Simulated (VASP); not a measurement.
# ZnCu2SnS4: Cu into a neighbouring Cu vacancy, part 3 of 3

Aim: the barrier for one hop in ZnCu2SnS4: Cu into a neighbouring Cu vacancy. The start is a cell from a database of measured crystal structures.

VASP 6.6.1; PBE, no spin polarisation; plane waves and PAW (Sn, Zn, Cu, S).

So far. Step 2 (Relax the host): The run ended after 9 ionic steps, 0.083 eV below its first step, once forces and stress met EDIFFG = -0.02. Step 3 (Relax the start): The run ended after 9 ionic steps, 0.154 eV below its first step, once the forces on the free atoms met EDIFFG = -0.05.

## 4. Relax the end

The end state is relaxed in the same way, so that both ends share their errors.

Input file INCAR:

```
SYSTEM = Zn2Cu3Sn2S8
PREC = Normal
ENCUT = 300
EDIFF = 1E-05
NELM = 120
ISMEAR = 1
SIGMA = 0.15
LREAL = Auto
ALGO = Fast
GGA = PE
NBANDS = 71
LASPH = .TRUE.
LORBIT = 11
LWAVE = .FALSE.
LCHARG = .FALSE.
KPAR = 3
IBRION = 2
NSW = 60
ISIF = 2
EDIFFG = -0.05
POTIM = 0.4
MAXMIX = 40
ISYM = 0
```

Input file POSCAR:

```
Zn2Cu3Sn2S8
1.0
   -2.7357206647      2.7357206690      5.4586192654
    2.7357206647     -2.7357206690      5.4586192654
    5.4714413380      5.4714413294    -10.9172385308
Sn Zn Cu S
2 2 3 8
Direct
    0.4992025713      0.4994215147      0.0002395516
    0.5038453046      0.5027581363      0.5027139376
    0.2517558201      0.7460904665      0.2498417639
    0.2477575204      0.7548889065      0.7496479414
    0.7448603404      0.2493516083      0.7476810272
   -0.2508021882      0.2483984281      0.2505974543
   -0.0001255189     -0.0049028984      0.4983408604
    0.6361051081      0.6267286207      0.2638786799
    0.6402807710      0.6292731049      0.7647632913
    0.8909848918      0.3611511751      0.4961624337
    0.8837943552      0.3642107975      0.9972759211
    0.1045587979      0.1132473623      0.2369240085
    0.0966172751      0.1107474209      0.7353131396
    0.3724235838      0.8972895624      0.0065881821
    0.3735985374      0.8960861797      0.5045429636
```

Input file KPOINTS:

```
Automatic mesh
0
Gamma
4 4 4
0 0 0
```

Potentials, in the order of the species: Sn, Zn, Cu and S (PBE family, release 64).

Command:

```
$ mpirun -np 3 vasp_std
```

The program printed:

```text
[... set-up lines as in an earlier step ...]
 entering main loop
       N       E                     dE             d eps       ncg     rms          rms(c)
DAV:   1     0.822226206143E+03    0.82223E+03   -0.33336E+04  5120   0.111E+03
DAV:   2     0.652414501064E+02   -0.75698E+03   -0.71695E+03  5315   0.317E+02
DAV:   3    -0.570671154737E+02   -0.12231E+03   -0.11802E+03  6824   0.141E+02
DAV:   4    -0.660556547695E+02   -0.89885E+01   -0.88810E+01  7880   0.431E+01
DAV:   5    -0.662243863451E+02   -0.16873E+00   -0.16831E+00  7312   0.570E+00    0.246E+01
RMM:   6    -0.673300199445E+02   -0.11056E+01   -0.92283E+01  5128   0.682E+01    0.189E+01
RMM:   7    -0.603109460433E+02    0.70191E+01   -0.30447E+01  5453   0.417E+01    0.971E+00
RMM:   8    -0.610580509828E+02   -0.74710E+00   -0.66891E+00  5725   0.137E+01    0.972E+00
RMM:   9    -0.606054769874E+02    0.45257E+00   -0.22495E+00  5808   0.991E+00    0.453E+00
RMM:  10    -0.605157261544E+02    0.89751E-01   -0.14815E+00  5452   0.815E+00    0.263E+00
RMM:  11    -0.604884857450E+02    0.27240E-01   -0.47007E-01  6031   0.330E+00    0.248E+00
RMM:  12    -0.603965751605E+02    0.91911E-01   -0.17136E-01  5386   0.245E+00    0.881E-01
RMM:  13    -0.604003862719E+02   -0.38111E-02   -0.10409E-01  6344   0.885E-01    0.613E-01
RMM:  14    -0.603962450432E+02    0.41412E-02   -0.22747E-02  5941   0.709E-01    0.158E-01
RMM:  15    -0.603968825589E+02   -0.63752E-03   -0.63382E-03  6628   0.275E-01    0.959E-02
RMM:  16    -0.603969406354E+02   -0.58076E-04   -0.66606E-04  6378   0.936E-02    0.477E-02
RMM:  17    -0.603969684874E+02   -0.27852E-04   -0.14015E-04  5322   0.447E-02    0.254E-02
RMM:  18    -0.603969652159E+02    0.32715E-05   -0.40653E-05  3785   0.288E-02
   1 F= -.60396965E+02 E0= -.60398585E+02  d E =-.603970E+02
 curvature:   0.00 expect dE= 0.000E+00 dE for cont linesearch  0.000E+00
 trial: gam= 0.00000 g(F)=  0.104E+00 g(S)=  0.000E+00 ort = 0.000E+00 (trialstep = 0.100E+01)
 search vector abs. value=  0.104E+00
 bond charge predicted
       N       E                     dE             d eps       ncg     rms          rms(c)
DAV:   1    -0.604611643265E+02   -0.64196E-01   -0.85128E+00  5616   0.103E+01    0.108E+00
RMM:   2    -0.604766801713E+02   -0.15516E-01   -0.16367E-01  5649   0.244E+00    0.470E-01
RMM:   3    -0.604798947989E+02   -0.32146E-02   -0.59006E-02  6688   0.109E+00    0.298E-01
RMM:   4    -0.604785795611E+02    0.13152E-02   -0.10820E-02  5942   0.403E-01    0.169E-01
RMM:   5    -0.604784261452E+02    0.15342E-03   -0.27603E-03  5724   0.270E-01    0.131E-01
RMM:   6    -0.604783684446E+02    0.57701E-04   -0.82619E-04  6311   0.126E-01    0.821E-02
RMM:   7    -0.604783226227E+02    0.45822E-04   -0.16168E-04  5356   0.443E-02    0.475E-02
RMM:   8    -0.604783205699E+02    0.20528E-05   -0.24352E-04  5905   0.556E-02    0.191E-02
RMM:   9    -0.604783126659E+02    0.79040E-05   -0.32029E-05  3651   0.302E-02
   2 F= -.60478313E+02 E0= -.60480054E+02  d E =-.813475E-01
[...]
3 F= -.60513964E+02 E0= -.60515732E+02  d E =-.116999E+00
[...]
4 F= -.60533946E+02 E0= -.60535769E+02  d E =-.199818E-01
[...]
5 F= -.60542577E+02 E0= -.60544450E+02  d E =-.286130E-01
[...]
6 F= -.60546147E+02 E0= -.60548040E+02  d E =-.357017E-02
[...]
7 F= -.60547767E+02 E0= -.60549673E+02  d E =-.518952E-02
[...]
8 F= -.60547775E+02 E0= -.60549684E+02  d E =-.519786E-02
 curvature:  -2.25 expect dE=-0.156E-02 dE for cont linesearch -0.132E-04
 ZBRENT: bracketing found
 ZBRENT: interpolating
 opt :   3.5034  next Energy=   -60.547784 (dE=-0.521E-02)
 bond charge predicted
       N       E                     dE             d eps       ncg     rms          rms(c)
DAV:   1    -0.605477476160E+02    0.30931E-04   -0.28114E-03  5605   0.187E-01    0.157E-01
RMM:   2    -0.605477494298E+02   -0.18138E-05   -0.16875E-04  5727   0.620E-02    0.139E-01
RMM:   3    -0.605477474676E+02    0.19623E-05   -0.11764E-04  4813   0.337E-02    0.112E-01
RMM:   4    -0.605477731282E+02   -0.25661E-04   -0.13306E-04  5435   0.480E-02    0.977E-02
RMM:   5    -0.605477623237E+02    0.10804E-04   -0.15430E-05  3131   0.262E-02    0.920E-02
RMM:   6    -0.605477350471E+02    0.27277E-04   -0.25779E-05  3440   0.189E-02    0.682E-02
RMM:   7    -0.605477261029E+02    0.89442E-05   -0.22320E-05  3180   0.229E-02
   9 F= -.60547726E+02 E0= -.60549633E+02  d E =-.514906E-02
 curvature:  -1.58 expect dE=-0.102E-02 dE for cont linesearch -0.101E-05
 trial: gam= 0.22142 g(F)=  0.643E-03 g(S)=  0.000E+00 ort =-0.484E-04 (trialstep = 0.193E+01)
 search vector abs. value=  0.801E-03
 reached required accuracy - stopping structural energy minimisation
```

Elapsed: 5.6 min, on 3 MPI ranks of Intel Xeon 6975P-C (Granite Rapids), shared host; peak memory 1.2 GiB; 16 min of CPU time.

OUTCAR, selected parts (step 4):

```text
 Found     36 irreducible k-points:

   NELECT =     113.0000    total number of electrons

 E-fermi :   3.1619

 k-point     1 :       0.0000    0.0000    0.0000
  band No.  band energies     occupation
    ...
     50       2.1536      2.00000
     51       2.5219      2.00000
     52       2.8148      2.00511
     53       2.9700      2.07007
     54       3.0390      1.98961
     55       3.3750     -0.06196
     56       3.3798     -0.05940
     57       3.4028     -0.04557
     58       4.0006     -0.00000
     59       4.5150     -0.00000
    ...

 k-point     2 :       0.2500   -0.0000   -0.0000
  band No.  band energies     occupation
    ...
     52       2.5228      2.00000
     53       2.6397      2.00001
     54       2.7851      2.00220
     55       2.9346      2.05393
     56       2.9859      2.07003
     57       3.2294      0.31672
     58       4.8692     -0.00000
     59       4.9883     -0.00000
     60       6.6301      0.00000
     61       6.7079      0.00000
    ...

  Total       -2.7302595     -2.7326206     -2.8324857     -0.0609165     -0.0695245     -0.0211474
  in kB      -13.3843785    -13.3959534    -13.8855157     -0.2986269     -0.3408257     -0.1036696
  external PRESSURE =     -13.5552825 kB  Pullay stress =       0.0000000 kB

 POSITION                                       TOTAL-FORCE (eV/Angst)
 -----------------------------------------------------------------------------------
      5.47700      5.46558     -5.38888        -0.028922      0.023496      0.023879
      2.73739      2.74755     -0.08352        -0.017506      0.001171      0.040231
      2.74735     -0.06318      2.72024        -0.009775      0.025874      0.007039
      5.46769      2.79519     -2.72860        -0.005070     -0.007725     -0.008699
      2.79177      5.45218     -2.74390        -0.029728      0.016646      0.000633
     -0.05031      2.75868      2.71783         0.034252     -0.024364      0.003046
      2.72470      2.73846      5.44801         0.011964     -0.004599     -0.024794
      1.39421      1.44449      4.03713         0.011465      0.004491      0.019793
      4.16411      4.20220     -1.39674         0.021515      0.027198     -0.000276
      1.29064      4.14225      1.39736         0.005323     -0.016455     -0.015209
      4.00804      6.89279     -4.06385         0.015103     -0.002238     -0.043663
      1.32106      1.28271     -1.39751        -0.035354     -0.028817     -0.003208
      4.07827      4.01933     -6.87505        -0.014253      0.004290      0.010402
      1.46956     -1.42490      6.85756         0.016882     -0.015097     -0.011693
      4.17442      1.34317      1.39389         0.024104     -0.003869      0.002520
 -----------------------------------------------------------------------------------
    total drift:                               -0.001476     -0.018675     -0.018299

  FREE ENERGIE OF THE ION-ELECTRON SYSTEM (eV)
  ---------------------------------------------------
  free  energy   TOTEN  =       -60.5477261029 eV

  energy  without entropy=      -60.5534453791  energy(sigma->0) =      -60.54963253

 total charge
# of ion       s       p       d       tot
------------------------------------------
    1        1.320   1.570   0.293   3.184
    2        1.321   1.591   0.301   3.213
    3        0.521   0.444   9.781  10.746
    4        0.520   0.444   9.781  10.745
    5        0.371   0.361   9.212   9.944
    6        0.371   0.361   9.213   9.944
    7        0.366   0.351   9.216   9.933
    8        1.334   2.357   0.000   3.691
    9        1.346   2.353   0.000   3.699
   10        1.333   2.361   0.000   3.694
   11        1.347   2.347   0.000   3.694
   12        1.346   2.354   0.000   3.700
   13        1.334   2.357   0.000   3.691
   14        1.347   2.348   0.000   3.695
   15        1.333   2.362   0.000   3.695
--------------------------------------------------
tot         15.508  23.962  47.797  87.267

[... 6 parts as in an earlier step ...]

[... 6 further parts left out ...]
```

The steps of the relaxation:

| step | energy less that of the first step (eV) | largest force (eV/Å) |
| --- | --- | --- |
| 1 | 0.0000 | 0.9166 |
| 2 | -0.0813 | 0.4212 |
| 3 | -0.1170 | 0.2856 |
| 4 | -0.1370 | 0.1581 |
| 5 | -0.1456 | 0.1424 |
| 6 | -0.1492 | 0.0678 |
| 7 | -0.1508 | 0.0582 |
| 8 | -0.1508 | 0.0516 |
| 9 | -0.1508 | 0.0463 |

The atoms that moved most (Å):

| atom | dx | dy | dz | length |
| --- | --- | --- | --- | --- |
| Sn2 | -0.010 | -0.006 | -0.090 | 0.091 |
| Zn4 | -0.021 | 0.081 | -0.018 | 0.085 |
| Zn3 | 0.028 | -0.078 | 0.001 | 0.083 |
| Sn1 | 0.004 | -0.007 | 0.080 | 0.080 |
| Cu5 | 0.056 | 0.006 | -0.008 | 0.057 |
| Cu6 | -0.051 | 0.018 | 0.008 | 0.055 |
| S13 | 0.016 | 0.035 | 0.021 | 0.044 |
| S8 | -0.024 | -0.025 | 0.025 | 0.042 |

Final coordinates:

```
Sn Zn Cu S
1.0
    -2.73572    2.73572    5.45862
     2.73572   -2.73572    5.45862
     5.47144    5.47144  -10.91724
Sn Zn Cu S
2 2 3 8
Cartesian
  0.0056 -0.0059 5.5284
  2.7374 2.7476 -0.0835
  2.7474 -0.0632 2.7202
  5.4677 2.7952 -2.7286
  2.7918 5.4522 -2.7439
  2.6854 0.0230 -2.7408
  2.7247 2.7385 -5.4692
  1.3942 1.4445 4.0371
  4.1641 4.2022 -1.3967
  1.2906 4.1422 1.3974
  4.0080 6.8928 -4.0638
  1.3211 1.2827 -1.3975
  4.0783 4.0193 -6.8750
  1.4696 -1.4249 6.8576
  4.1744 1.3432 1.3939
```

Numbers from this step:

```
electronic cycles       : 77
free energy (TOTEN)     : -60.5477 eV
energy at zero smearing : -60.5496 eV
Fermi energy            : 3.162 eV
```

The run ended after 9 ionic steps, 0.151 eV below its first step, once the forces on the free atoms met EDIFFG = -0.05.

## 5. Nudged elastic band

Images on a straight line between the ends relax across the path, while springs keep them spaced along it.

Input file INCAR:

```
SYSTEM = Zn2Cu3Sn2S8
PREC = Normal
ENCUT = 300
EDIFF = 1E-05
NELM = 120
ISMEAR = 1
SIGMA = 0.15
LREAL = Auto
ALGO = Fast
GGA = PE
NBANDS = 71
LASPH = .TRUE.
LWAVE = .FALSE.
LCHARG = .FALSE.
IMAGES = 3
SPRING = -5
IBRION = 1
POTIM = 0.3
NSW = 60
EDIFFG = -0.05
ISYM = 0
ISIF = 0
```

Input file POSCAR:

```
Zn2Cu3Sn2S8
1.0
   -2.7357206647      2.7357206690      5.4586192654
    2.7357206647     -2.7357206690      5.4586192654
    5.4714413380      5.4714413294    -10.9172385308
Sn Zn Cu S
2 2 3 8
Direct
    0.4963163372      0.5132479208      0.0042233376
    0.5044359678      0.4869984486      0.4949149436
    0.2579625582      0.7574027433      0.2497611257
    0.2435694952      0.7434890615      0.7497028199
    0.7489625675      0.2490009946      0.7493659184
    0.0045640731      0.9980775325      0.0023572063
    0.9916417920      0.0013232314      0.4963661651
    0.6379739149      0.6219189489      0.2594351210
    0.6346684599      0.6287928797      0.7606659408
    0.8871941107      0.3619195181      0.4927571149
    0.8840751485      0.3647549421      0.9966588412
    0.1029806259      0.1179769057      0.2398723095
    0.1061675194      0.1120197807      0.7379961051
    0.3723448933      0.8989294811      0.0051020408
    0.3702428630      0.8904111890      0.5024942094
```

KPOINTS is that of step 4.

Input file 00/POSCAR:

```
Zn2Cu3Sn2S8
1.0
   -2.7357206647      2.7357206690      5.4586192654
    2.7357206647     -2.7357206690      5.4586192654
    5.4714413380      5.4714413294    -10.9172385308
Sn Zn Cu S
2 2 3 8
Direct
    0.4963163372      0.5132479208      0.0042233376
    0.5044359678      0.4869984486      0.4949149436
    0.2579625582      0.7574027433      0.2497611257
    0.2435694952      0.7434890615      0.7497028199
    0.7489625675      0.2490009946      0.7493659184
    0.0045640731      0.9980775325      0.0023572063
    0.9916417920      0.0013232314      0.4963661651
    0.6379739149      0.6219189489      0.2594351210
    0.6346684599      0.6287928797      0.7606659408
    0.8871941107      0.3619195181      0.4927571149
    0.8840751485      0.3647549421      0.9966588412
    0.1029806259      0.1179769057      0.2398723095
    0.1061675194      0.1120197807      0.7379961051
    0.3723448933      0.8989294811      0.0051020408
    0.3702428630      0.8904111890      0.5024942094
```

Input file 01/POSCAR:

```
Zn2Cu3Sn2S8
1.0
   -2.7357206647      2.7357206690      5.4586192654
    2.7357206647     -2.7357206690      5.4586192654
    5.4714413380      5.4714413294    -10.9172385308
Sn Zn Cu S
2 2 3 8
Direct
    0.4985665408      0.5117869177      0.0031606712
    0.5019551597      0.4884125110      0.4964946568
    0.2528774675      0.7558757688      0.2486432538
    0.2479107180      0.7449614765      0.7510499420
    0.7480079280      0.2514776716      0.7503650378
   -0.0582906550      1.0584962934      0.0636431063
    0.9936134473      0.0002457260      0.4970853127
    0.6369306244      0.6225918471      0.2594291372
    0.6360229034      0.6298756013      0.7616353950
    0.8866611501      0.3624102430      0.4936870352
    0.8849400398      0.3636406174      0.9965334582
    0.1038425967      0.1168419642      0.2393898531
    0.1058405825      0.1129227379      0.7384941216
    0.3711877026      0.8983790696      0.0048468611
    0.3709733318      0.8904643344      0.5029248466
```

Input file 02/POSCAR:

```
Zn2Cu3Sn2S8
1.0
   -2.7357206647      2.7357206690      5.4586192654
    2.7357206647     -2.7357206690      5.4586192654
    5.4714413380      5.4714413294    -10.9172385308
Sn Zn Cu S
2 2 3 8
Direct
    0.5008167444      0.5103259146      0.0020980049
    0.4994743516      0.4898265734      0.4980743700
    0.2477923768      0.7543487943      0.2475253818
    0.2522519407      0.7464338914      0.7523970640
    0.7470532885      0.2539543485      0.7513641573
   -0.1211453831      1.1189150542      0.1249290063
    0.9955851026     -0.0008317793      0.4978044603
    0.6358873338      0.6232647453      0.2594231534
    0.6373773470      0.6309583230      0.7626048492
    0.8861281895      0.3629009679      0.4946169554
    0.8858049310      0.3625262928      0.9964080751
    0.1047045675      0.1157070227      0.2389073967
    0.1055136456      0.1138256951      0.7389921380
    0.3700305119      0.8978286582      0.0045916814
    0.3717038007      0.8905174797      0.5033554839
```

Input file 03/POSCAR:

```
Zn2Cu3Sn2S8
1.0
   -2.7357206647      2.7357206690      5.4586192654
    2.7357206647     -2.7357206690      5.4586192654
    5.4714413380      5.4714413294    -10.9172385308
Sn Zn Cu S
2 2 3 8
Direct
    0.5030669479      0.5088649115      0.0010353385
    0.4969935435      0.4912406358      0.4996540833
    0.2427072862      0.7528218198      0.2464075098
    0.2565931634      0.7479063064      0.7537441861
    0.7460986489      0.2564310254      0.7523632767
   -0.1840001113      1.1793338151      0.1862149063
    0.9975567578     -0.0019092847      0.4985236079
    0.6348440433      0.6239376435      0.2594171695
    0.6387317906      0.6320410446      0.7635743034
    0.8855952289      0.3633916927      0.4955468756
    0.8866698222      0.3614119681      0.9962826920
    0.1055665382      0.1145720812      0.2384249403
    0.1051867086      0.1147286523      0.7394901545
    0.3688733212      0.8972782468      0.0043365018
    0.3724342695      0.8905706250      0.5037861211
```

Input file 04/POSCAR:

```
Zn2Cu3Sn2S8
1.0
   -2.7357206647      2.7357206690      5.4586192654
    2.7357206647     -2.7357206690      5.4586192654
    5.4714413380      5.4714413294    -10.9172385308
Sn Zn Cu S
2 2 3 8
Direct
    0.5053171515      0.5074039084     -0.0000273278
    0.4945127354      0.4926546982      0.5012337965
    0.2376221955      0.7512948453      0.2452896379
    0.2609343862      0.7493787214      0.7550913082
    0.7451440094      0.2589077024      0.7533623961
   -0.2468548394      1.2397525760      0.2475008063
    0.9995284131     -0.0029867900      0.4992427555
    0.6338007528      0.6246105417      0.2594111857
    0.6400862341      0.6331237662      0.7645437576
    0.8850622683      0.3638824176      0.4964767959
    0.8875347135      0.3602976434      0.9961573090
    0.1064285090      0.1134371397      0.2379424839
    0.1048597717      0.1156316095      0.7399881710
    0.3677161305      0.8967278353      0.0040813221
    0.3731647384      0.8906237704      0.5042167583
```

Command:

```
$ mpirun -np 3 vasp_std
```

The program printed:

```text
[banner, memory and clock lines left out]
running    3 mpi-ranks, on    1 nodes
 each image running on    1 cores
[...]
01/POSCAR found :  4 types and      15 ions
 LDA part: xc-table for (Slater+PW92), standard interpolation
[...]
00/POSCAR found :  4 types and      15 ions
[...]
04/POSCAR found :  4 types and      15 ions
 POSCAR, INCAR and KPOINTS ok, starting setup
[...]
entering main loop
       N       E                     dE             d eps       ncg     rms          rms(c)
DAV:   1     0.834141513617E+03    0.83414E+03   -0.33277E+04  5136   0.111E+03
DAV:   2     0.754671164591E+02   -0.75867E+03   -0.71840E+03  5322   0.318E+02
DAV:   3    -0.525458140800E+02   -0.12801E+03   -0.12354E+03  6760   0.145E+02
DAV:   4    -0.621102235926E+02   -0.95644E+01   -0.94553E+01  7640   0.453E+01
[...]
RMM:  16    -0.557276603293E+02    0.65011E-04   -0.12546E-03  6081   0.173E-01    0.503E-02
RMM:  17    -0.557277017220E+02   -0.41393E-04   -0.66004E-04  5780   0.742E-02    0.305E-02
RMM:  18    -0.557277060877E+02   -0.43657E-05   -0.84660E-05  4612   0.484E-02
   1 F= -.55727706E+02 E0= -.55727414E+02  d E =-.557277E+02
[... from here on, the cycles between the ionic steps are left out ...]
   2 F= -.58919225E+02 E0= -.58918831E+02  d E =-.319152E+01
   5 F= -.59004926E+02 E0= -.59003833E+02  d E =-.265620E-01
   9 F= -.59196792E+02 E0= -.59193493E+02  d E =-.111984E+00
  13 F= -.59287415E+02 E0= -.59284047E+02  d E =0.162127E-01
  17 F= -.59467529E+02 E0= -.59463810E+02  d E =0.100061E-01
  21 F= -.59539927E+02 E0= -.59536244E+02  d E =-.862972E-02
  25 F= -.59554103E+02 E0= -.59550535E+02  d E =-.232479E-02
  29 F= -.59551779E+02 E0= -.59548203E+02  d E =0.218785E-02
  33 F= -.59571559E+02 E0= -.59568062E+02  d E =-.128645E-01
  37 F= -.59551162E+02 E0= -.59547562E+02  d E =0.113388E-01
  41 F= -.59560181E+02 E0= -.59556641E+02  d E =-.291779E-02
  45 F= -.59588373E+02 E0= -.59584943E+02  d E =-.218472E-03
  49 F= -.59577526E+02 E0= -.59574053E+02  d E =-.744234E-02
  53 F= -.59557549E+02 E0= -.59553895E+02  d E =0.129257E-01
  55 F= -.59562302E+02 E0= -.59558668E+02  d E =0.606622E-02
[...]
hard stop encountered!  aborting job ...
[...]
|     The electronic self-consistency was not achieved in the given           |
[...]
soft stop encountered!  aborting job ...
  56 F= -.59567763E+02 E0= -.59564166E+02  d E =-.107904E-01
```

It took 2.9 h on 3 MPI ranks; peak memory 1.1 GiB.

The run was stopped at its time limit, so it gives no result of its own.

## 6. Summary of results

| Item | Value |
| --- | --- |
| result | none |

What this shows: The session ends without its result: «nudged elastic band» met its time limit.

[Lines on the potential files, build, host, timing and source positions are cut from VASP's logs without a mark.]

[Logs are printed without paths, hosts, clocks, repeated set-up lines and the standing remarks that a program may print on its own settings, such as how far it seeks lower states.]

[Hosts, paths, dates, database ids (printed as entryN), source tags and the programs' standing remarks are cut or masked in the printed files.]

[Runs that stopped without an error message from VASP are left out.]
